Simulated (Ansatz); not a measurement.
## CaS in the rocksalt structure

The computed numbers are results of PBE, scalar-relativistic (no spin polarisation) in the plane-wave PAW code Ansatz at 420 eV, Γ-centred 10×10×10 mesh, 0.05 eV Gaussian smearing. The datasets are Ansatz's generated set soft_2.

```xyz
2
Lattice="0.0000 2.8562 2.8562 2.8562 0.0000 2.8562 2.8562 2.8562 0.0000" Properties=species:S:1:pos:R:3 pbc="T T T"
Ca    2.8562    2.8562    2.8562
S     0.0000    0.0000    0.0000
```

The start was a prototype's sites filled with these elements; the Crystallography Open Database holds the compound in this structure.

Which orbitals make up the states within about 0.6 eV of the valence edge?

S 3p 99 % (shares among the projected shells); the gap is 2.38 eV. The projected shells catch only 1 % of the states at the conduction edge, which lie mostly on empty orbitals that aren't projected.

Density of states (tetrahedra, averaged over 0.5 eV; states/eV per cell of 2 atoms; energy in eV from the Fermi level):

```
E (eV)  DOS
 -4.10  0.4
 -3.60  2.5
 -3.10  1.1
 -2.60  2.6
 -2.10  4.4
 -1.60  0.8
 -1.10  0.1
 -0.60  0.0
 -0.10  0.0
  0.40  0.0
  0.90  0.0
  1.40  0.2
  1.90  0.4
  2.40  0.7
  2.90  1.2
  3.40  1.6
  3.90  2.0
```

Formal charges Ca²⁺, S²⁻ balance and leave closed shells on every ion, so a band insulator is expected, and the gap is 2.38 eV.

Kohn–Sham gaps of semilocal functionals lie under measured ones, often by a third or more.
